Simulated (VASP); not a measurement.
# CdSe (distorted CsCl): one LDA single-point calculation in two programs

```yaml
crystal:
  lattice:
    - [3.68520, -0.06030, 0.04690]
    - [-0.06030, 3.60140, 0.01890]
    - [0.04690, 0.01890, 3.60810]
  atoms:
    - { symbol: Cd, position: [0.98180, 0.00800, 0.97040] }
    - { symbol: Se, position: [0.48410, 0.52050, 0.48190] }
```

Datasets and cutoffs are each program's own. VASP's cell holds 18 valence electrons and Ansatz's 36. LDA means the Perdew–Zunger form with relativistic exchange in VASP and the Perdew–Wang form in Ansatz. Ansatz's stress includes a Pulay correction; VASP's doesn't.

Cutoffs: 520 eV in VASP, 420 eV in Ansatz. k meshes: 6×6×6 and 6×6×6.

```tsv
	VASP	Ansatz
gap between bands v and c on the k mesh	-1.05 eV (bands overlap: a metal)	-1.05 eV (bands overlap: a metal)
least direct gap on the k mesh	0.04 eV	0.04 eV
pressure	-8.1 GPa	-8.3 GPa
largest force	0.05 eV/Å	0.06 eV/Å
```

Forces (eV/Å), VASP:

```tsv
atom	Fx	Fy	Fz
Cd	-0.005	-0.038	-0.037
Se	0.005	0.038	0.037
```

Ansatz:

| atom | Fx | Fy | Fz |
| --- | --- | --- | --- |
| Cd | -0.006 | -0.041 | -0.040 |
| Se | 0.006 | 0.041 | 0.040 |
